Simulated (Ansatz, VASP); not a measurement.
# BaTiO3 in VASP and in Ansatz

```
Ba Ti O
1.0
     2.78945    1.61049    2.28641
    -2.78945    1.61049    2.28641
     0.00000   -3.22098    2.28641
Ba Ti O
1 1 3
Direct
  0.00074 0.00074 0.00074
  0.49306 0.49306 0.49306
  0.50832 0.50832 0.01086
  0.01086 0.50832 0.50832
  0.50832 0.01086 0.50832
```

Change from the starting cell: volume scaled by 0.96, ions relaxed.

Alike in both runs: functional PBE; k mesh 8 × 8 × 8; occupations fermi-dirac, width 0.02 eV; no spin polarisation.

Ansatz relaxed the structure, and its values are those at the end. VASP's run is a single point on that final structure, the one shown.

```csv
,VASP,Ansatz
version,VASP 6.6.1,Ansatz 0.2.0
potentials or method,"VASP PAW PBE potentials, release 64 (Ba_sv, Ti_sv, O)","plane-wave PAW, scalar-relativistic"
plane-wave cutoff (eV),520,420
valence electrons in the cell,40,40
```

Ansatz gave:

```
gap on the k mesh at the Fermi level (eV) : 2.12
pressure (GPa)                            : 10.5
rms of the force components (eV/Å)        : 0.006
```

Q: What did VASP give for the same quantities?

A: gap on the k mesh at the Fermi level (eV): 2.05; pressure (GPa): 12.6; rms of the force components (eV/Å): 0.016.

Ansatz warned: «gradients_without_spin_orbit».

Caveats: spin-orbit coupling is left out, which moves the levels of the heavy elements. A k mesh can miss the band edges.
